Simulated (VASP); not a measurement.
Set up this calculation in VASP 6.6.1, as the native input.

| Property | Result |
| --- | --- |
| Task | single point |
| Functional | PBE |
| Dispersion | D3(BJ) |
| Potentials or basis | VASP PAW PBE potentials, release 64 (S, W_sv) |
| Cutoff | 520 eV |
| k mesh | 12 × 12 × 1 |
| Occupations | gaussian, width 0.02 eV |
| Spin | no spin polarisation |
| Dipole correction | yes |
| Further INCAR settings | ALGO = Fast; EDIFF = 1e-06; NBANDS = 35 |

The structure of WS2 (Tungstenite) lies in POSCAR:

```
WS2
1.0
    3.1569375068      0.0000000000      0.0000000000
   -1.5784687534      2.7339880790      0.0000000000
    0.0000000000      0.0000000000     44.4429313586
S W
4 2
Direct
    0.3333333333      0.6666666667      0.3960923222
    0.3333333333      0.6666666667      0.4669885526
    0.6666666667      0.3333333333      0.5330114474
    0.6666666667      0.3333333333      0.6039076778
    0.6666666667      0.3333333333      0.4315608359
    0.3333333333      0.6666666667      0.5684391641
```

These files were run (other wordings do the same):

INCAR

```
SYSTEM = WS2
  PREC = Accurate
  ENCUT = 520
  EDIFF = 1E-6
  ISMEAR = 0
  SIGMA = 0.02
  LREAL = .FALSE.
  LASPH = .TRUE.
  NELM = 100
  ALGO = Fast
  ISIF = 2
  LWAVE = .FALSE.
  LCHARG = .TRUE.
  LDIPOL = .TRUE.
  IDIPOL = 3
  DIPOL = 0.5 0.5 0.500
  GGA = PE
  IVDW = 12
  LELF = .TRUE.
  LVHAR = .TRUE.
  LVACPOTAV = .TRUE.
  NBANDS = 35
```

KPOINTS

```
Automatic mesh
0
G
  12 12 1
  0 0 0
```

Potentials or basis: VASP PAW PBE potentials, release 64 (S, W_sv).

Command:

```console
$ cat potpaw_PBE.64/S/POTCAR potpaw_PBE.64/W_sv/POTCAR > POTCAR
$ mpirun -np 1 vasp_std > vasp.out
```

Results of the run:

```
Largest force                          : 0.006 eV/Å
Band gap on the k mesh                 : 1.37 eV, indirect (least direct gap 1.88 eV)
Dispersion energy per atom             : -0.369 eV
Ionisation potential of the upper face : 5.25 eV
```

Caveat: spin-orbit coupling is left out, which moves the levels of the heavy elements.

Wall time 4.8 min on 1 thread of Intel(R) Xeon(R) Platinum 8488C (Sapphire Rapids), on a shared host, peak memory 0.55 GiB.
